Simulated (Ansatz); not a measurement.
Level of theory: DFT PBE, scalar-relativistic, plane waves, PAW (Ansatz). Settings: cutoff 420 eV, Γ-centred meshes spaced at most about 0.3 Å⁻¹, and about 0.25 Å⁻¹ or finer for metals (2π included), Gaussian smearing. No spin polarisation in the final relaxations.

Temperature and zero-point effects are left out.

Compare these two cells of AlH₂, each relaxed at this level.

1. Space group Cmmm (No. 65), orthorhombic, a = 3.814 Å, b = 5.158 Å, c = 2.719 Å. Al is surrounded by 2 H at 1.81 Å and 4 H at 2.06 Å; H is surrounded by 1 H at 1.54 Å, 1 Al at 1.81 Å and 2 Al at 2.06 Å.

2. Space group P-6m2 (No. 187), hexagonal, a = 2.732 Å, c = 5.194 Å. Around Al lie 6 H at 1.91 Å; H is surrounded by 3 Al at 1.91 Å and 1 H at 2.15 Å.

Task: Which form is favoured at zero pressure, and by what margin per atom?

Result: Cell 2 is lower, by 193 meV/atom. Cell 1 has space group Cmmm (No. 65), 8.9 Å³/atom and no gap on its mesh; cell 2 has space group P-6m2 (No. 187), 11.2 Å³/atom and no gap. Counting H atoms around Al (those within 1.25 times the shortest such distance or 1.15 times the sum of covalent radii, 1.27 where that leaves under three; a plus sign parts nearer from farther groups), cell 1 has Al 2+4 and cell 2 has Al 6. Even the lower one lies +0.28 eV/atom against the reference forms of the elements (uncorrected), so neither is stable at this level. Both come from invented guesses.

Weakly bound directions are ill-defined at this level, which has no dispersion term (P-6m2), and this can change margins and order among such cells. With hydrogen, zero-point motion can shift such differences by 10 meV/atom or more. A magnetic state wasn't ruled out in cells without spin, among them Cmmm, P-6m2. Cells relaxed within their symmetry can be saddle points.
